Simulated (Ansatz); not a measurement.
MoS2 (P-6m2) from a database structure, relaxed with r2SCAN+rVV10 in Ansatz: the symmetry is P-6m2 (No. 187, hexagonal); a = 3.171 Å, c = 6.810 Å in the conventional setting, 19.77 Å³ an atom. Mo is surrounded by 6 S at 2.40 Å; S is surrounded by 3 Mo at 2.40 Å. The primitive cell holds 3 atoms in 59.30 Å³. Calculated for a static, non-magnetic cell.

Computed values: PBE gives a gap of 1.27 eV and PBE0 (25 % exact exchange) 2.43 eV; one over PBE's mean ε∞ is 0.095. r2SCAN gives 1.34 eV and r2SCAN0 (25 %) 2.49 eV. HSE06+SOC (6×6×2) gives a least gap of 1.75 eV and a least direct gap of 2.04 eV.

(1) Taking the gap as linear in the share of unscreened exchange, estimate the gap of the hybrid whose share is 1/ε∞.

(2) Interpolate to r2SCANh, with 10 % exact exchange.

(3) At what wavelength does absorption set in by HSE06+SOC, excitons left aside?

## Answers

(1) The slope is (2.43 − 1.27)/0.25 = 4.64 eV per unit share, so E_g ≈ 1.27 + 4.64 × 0.095 = 1.71 eV. The run with that share gives 1.70 eV (6×6×4 mesh), -0.01 eV from the straight line.

(2) 1.34 + (2.49 − 1.34) × 0.10/0.25 = 1.80 eV; the run gives 1.80 eV (0.00 eV against the interpolation).

(3) λ = 1239.84 eV nm/E: 708 nm for the least gap, where it needs phonons and is weak, and 608 nm for direct transitions. The direct edge lies in the visible range.

Only the levels marked +SOC include spin-orbit coupling.

The meshes of the hybrids are coarse, so their gaps aren't converged to the digits shown.
